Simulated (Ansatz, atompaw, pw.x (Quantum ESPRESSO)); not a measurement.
What a changed setting does to a pw.x run (bcc Si)

Potential: PAW, atompaw 4.2.0.5, PBE; core [Ne], reference 3s2 3p2; waves: 3s (bound): rc 2.10 bohr; 3s channel at 0.95 Ry: rc 2.10 bohr; 3p (bound): rc 2.10 bohr; 3p channel at 0.15 Ry: rc 1.85 bohr; 3d channel at 0.35 Ry: rc 2.10 bohr; 3d channel at 1.35 Ry: rc 2.10 bohr; local part: troulliermartins scheme with l = 3 at 0.5 Ry, radius 1.55 bohr; core correction: smooth core density matched at 1.45 bohr; augmentation: sinc compensation charge, radius 1.66 bohr; PAW radius 2.10 bohr; waves and projectors: custom rrkj gramschmidtortho.

The reference run (k-mesh 15³, cutoffs 40/400 Ry, Fermi–Dirac 0.01 Ry, mixing_beta 0.4, conv_thr 1e-9, no spin) gives 0.25 GPa at 14.593 Å³/atom, where all-electron LAPW gives 0.35 GPa. This run, with its own iteration cap, changes ecutrho/ecutwfc to 6.

```
&control
  calculation='scf', prefix='x', pseudo_dir='./', outdir='./tmp', tstress=.true., disk_io='none'
/
&system
  ibrav=0, nat=1, ntyp=1, ecutwfc=40, ecutrho=240, nbnd=9,
  occupations='smearing', smearing='fd', degauss=0.01
/
&electrons
  conv_thr=1e-09, mixing_beta=0.4, electron_maxstep=60
/
ATOMIC_SPECIES
Si 1.0 Si.UPF
CELL_PARAMETERS angstrom
  -1.53943562 1.53943562 1.53943562
  1.53943562 -1.53943562 1.53943562
  1.53943562 1.53943562 -1.53943562
ATOMIC_POSITIONS crystal
Si 0.0000 0.0000 0.0000
K_POINTS automatic
15 15 15 0 0 0
```

```bash
pw.x < Si.scf.in > Si.scf.out
```

**Question.** How does the run end?

**Answer.** It converges in 7 iterations; the free energy moves by +0.0 meV/atom and the pressure by +0.00 GPa. The result is that of the reference run.

```
Message from routine setup:
     using ibrav=0 with symmetry is DISCOURAGED, use correct ibrav instead
     lattice parameter (alat)  =       5.0387  a.u.
     unit-cell volume          =      98.4784 (a.u.)^3
     number of electrons       =         4.00
     number of Kohn-Sham states=            9
     kinetic-energy cutoff     =      40.0000  Ry
     charge density cutoff     =     240.0000  Ry
     scf convergence threshold =      1.0E-09
     Exchange-correlation= SLA PW PBX PBC
     number of k points=   120  Fermi-Dirac smearing, width (Ry)=  0.0100
     negative rho (up, down):  1.672E-02 0.000E+00
     iteration #  1     ecut=    40.00 Ry     beta= 0.40
     negative rho (up, down):  2.148E-02 0.000E+00
     total energy              =     -46.69058608 Ry
     estimated scf accuracy    <       0.00457837 Ry
     iteration #  2     ecut=    40.00 Ry     beta= 0.40
     negative rho (up, down):  2.798E-02 0.000E+00
     total energy              =     -46.69003963 Ry
     estimated scf accuracy    <       0.00140824 Ry
     iteration #  3     ecut=    40.00 Ry     beta= 0.40
     negative rho (up, down):  2.844E-02 0.000E+00
     total energy              =     -46.69017866 Ry
     estimated scf accuracy    <       0.00000553 Ry
     iteration #  4     ecut=    40.00 Ry     beta= 0.40
     negative rho (up, down):  2.836E-02 0.000E+00
     total energy              =     -46.69022984 Ry
     estimated scf accuracy    <       0.00000011 Ry
     iteration #  5     ecut=    40.00 Ry     beta= 0.40
     negative rho (up, down):  2.825E-02 0.000E+00
     total energy              =     -46.69023016 Ry
     estimated scf accuracy    <       0.00000002 Ry
     iteration #  6     ecut=    40.00 Ry     beta= 0.40
     negative rho (up, down):  2.826E-02 0.000E+00
     total energy              =     -46.69023017 Ry
     estimated scf accuracy    <          2.4E-09 Ry
     iteration #  7     ecut=    40.00 Ry     beta= 0.40
     negative rho (up, down):  2.826E-02 0.000E+00
     the Fermi energy is    10.5517 ev
!    total energy              =     -46.69023017 Ry
     estimated scf accuracy    <          2.6E-10 Ry
     smearing contrib. (-TS)   =      -0.00186154 Ry
     The total energy is F=E-TS. E is the sum of the following terms:
     one-electron contribution =       5.01513531 Ry
     hartree contribution      =       0.03798514 Ry
     xc contribution           =      -3.16342746 Ry
     ewald contribution        =     -10.00782044 Ry
     one-center paw contrib.   =     -38.57024118 Ry
     convergence has been achieved in   7 iterations
     negative rho (up, down):  2.826E-02 0.000E+00
          total   stress  (Ry/bohr**3)                   (kbar)     P=        2.48
     Message from routine punch:
     Nothing written, as per user request (disk_io='none')
```

The run took about 7.5 s on one core of a shared host (Intel(R) Xeon(R) 6975P-C, 192 threads, 1512 GiB, load 74).
